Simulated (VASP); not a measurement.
Runs of VASP 6.6.1 on SnS2. The cell holds a slab with vacuum, 3 atoms: a = 3.639 Å, b = 3.639 Å, c = 20.934 Å, α = 90.00°, β = 90.00°, γ = 120.00°. 

```csv
task,level,potentials or basis,cell,by perturbation theory,gap on the mesh (eV),relaxed volume (Å³/atom)
relaxation of cell and atoms,PBE,"VASP PAW PBE potentials, release 64 (S, Sn_d)",relaxed,-,(a),82.70
relaxation of cell and atoms,PBE+D3(BJ),"VASP PAW PBE potentials, release 64 (S, Sn_d)",relaxed,-,1.58,-
relaxation of cell and atoms,LDA,"VASP PAW LDA potentials, release 64 (S, Sn_d)",relaxed,-,(b),-
relaxation of cell and atoms,r2SCAN+rVV10,"VASP PAW PBE potentials, release 64 (S, Sn_d)",relaxed,-,1.96,80.79
```

Alike in all rows: no spin polarisation; k mesh 12 × 12 × 1; cutoff (eV) 600; smearing gaussian 0.03 eV.

Estimate the missing entries.

(a) 1.57; (b) 1.48.

Caveats: spin-orbit coupling is left out, which moves the levels of the heavy elements; the relaxation stopped at its first step, so nothing moved (some runs); the PAW data sets were made with another functional, which shifts forces and pressure a little (some runs).

A k mesh can miss the band edges, and the runs leave out spin-orbit coupling on Sn.
